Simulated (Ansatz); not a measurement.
# TiO₂: checking a database structure before trusting its electric field gradients

The cell is a COD entry, taken as it stands.

Space group P2_1/c (No. 14); a = 4.5890, b = 4.8490, c = 4.7360 Å, β = 98.60°.

```csv
site,Wyckoff,site symmetry,x,y,z
Ti,4e,1,0.3090,0.0450,0.2180
O5,4e,1,0.0560,0.3470,0.2820
O9,4e,1,0.4250,0.7270,0.4630
```

One atom of each set is listed.

Computed with Ansatz: DFT, PBE, plane waves and PAW (field gradients read without the response of the frozen cores, which leaves them typically 4 to 6 % off), scalar-relativistic, 420 eV cutoff, Γ-centred 5×5×5 k-points, Fermi–Dirac smearing 0.02 eV.

**Question.** Do the atoms and the cell lie near the calculated equilibrium?

**Answer.** No. The largest force is 6.0 eV/Å, on atom 1 (Ti: 7 O at 1.82–2.27 Å), and the pressure is 33.6 GPa. Such values can come from a cell under pressure, imprecise or misplaced coordinates, missing atoms or a wrong setting of the space group; the run alone doesn't tell which, and gradients calculated on this entry can't be taken for those of the compound at ambient conditions.
